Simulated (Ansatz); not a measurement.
Runs of Ansatz 0.2.0 on SnO. The structure is tetragonal, space group P4/nmm (No. 129). The conventional cell has a = 3.814 Å, b = 3.814 Å, c = 4.887 Å, α = 90.00°, β = 90.00°, γ = 90.00°. Sn (site symmetry 4mm) has 4 O at 2.23 Å as nearest neighbours. O (site symmetry -4m2) has 4 Sn at 2.23 Å as nearest neighbours. The cell is a database's computed one.

| task | spin | cell | target pressure (GPa) | points for each segment of the path | gap on the mesh (eV) | pressure (GPa) |
| --- | --- | --- | --- | --- | --- | --- |
| relaxation of cell and atoms | off | relaxed to 5 GPa | 5 | - | none | 5.0 |
| relaxation of cell and atoms | off | relaxed to 20 GPa | 20 | - | none | 20.0 |
| band structure | SOC, no magnetisation | as given | - | 14 | (a) | -0.6 |
| relaxation of cell and atoms | off | relaxed to 2 GPa | 2 | - | none | 2.0 |
| relaxation of cell and atoms | off | relaxed | 0 | - | 0.15 | 0.0 |

Alike in all rows: level PBEsol; potentials or basis Ansatz PAW; k mesh 7 × 7 × 6; cutoff (eV) 420; smearing fermi-dirac 0.05 eV.

Problem. Estimate the missing entries.

Solution. (a) 0.34.

Caveats: the PAW data sets come from PBE, with cores solved anew for the run's functional, which leaves a small shift of forces and pressure; the plane-wave basis is chosen anew once the cell has moved, so the energies of steps on either side of that aren't comparable (some runs); the k mesh misses the band edges, so the gap on the mesh is wider than the one along the path (some runs); odd divisions of the mesh miss points on the zone boundary, where band edges often lie, so the gap on the mesh can be too wide (some runs); spin-orbit coupling is left out, which moves the levels of the heavy elements (some runs).

A k mesh can miss the band edges, and rows without SOC leave out spin-orbit coupling on Sn.

A gap of «none» marks a metal or a gap under the smearing width.
